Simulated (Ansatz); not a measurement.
# TaC: the cost of one run

Computed with Ansatz 0.2.0 (DFT PBE with spin–orbit coupling, plane waves, PAW, unless a step's input says otherwise).

4 further runs of the same task are left out: 2 for a known fault of the program, 2 set aside as unsound or not needed. Runs told in other sessions of the task aren't counted.

**1. Starting point**

Symmetry: Fm-3m, No. 225, cubic system. The conventional cell has a = 4.474 Å, b = 4.474 Å, c = 4.474 Å, α = 90.00°, β = 90.00°, γ = 90.00°. Around Ta (site symmetry m-3m) lie 6 C at 2.24 Å. C (site symmetry m-3m) has 6 Ta at 2.24 Å in its first shell of neighbours.

Structure file:

```
Ta C
1.0
     0.00000    2.23695    2.23695
     2.23695    0.00000    2.23695
     2.23695    2.23695    0.00000
Ta C
1 1
Direct
  0.00000 0.00000 0.00000
  0.50000 0.50000 0.50000
```

This cell comes from an earlier session at PBE with spin–orbit coupling: 11.194 Å³/atom at 0.00 GPa, on a 14×14×14 mesh.

Volume factors to run: 0.980, 1.020, 0.960, 1.040, 1.070.

**2. Volume × 0.980**

The input, input.yaml:

```yaml
crystal:
  lattice:
    - [0.0, 2.2219384335, 2.2219384335]
    - [2.2219384335, 0.0, 2.2219384335]
    - [2.2219384335, 2.2219384335, 0.0]
  atoms:
    - { symbol: Ta, position: [0.0, 0.0, 0.0] }
    - { symbol: C, position: [0.5, 0.5, 0.5] }
basis:
  ecutwfc: 420
  ecutrho_ratio: 4
kpoints:
  mp_grid: { grid: [14, 14, 14] }
hamiltonian:
  xc: pbe
scf:
  occupations: { method: gaussian, width: 0.05 }
output:
  forces: true
  stress: true
  eigenvalues: true
  populations: true
magnetization:
  noncollinear: true
  spin_orbit: true
```

Run with:

```
$ ansatz run input.yaml --threads 4 --pin off --max-ram 7168MiB --backend cpu --events-out ev --progress --plain --runs-dir out
```

What time and memory should one allow on 4 threads of Arm Neoverse V2, shared host?

About 3.6 s, with a peak of 0.47 GiB.
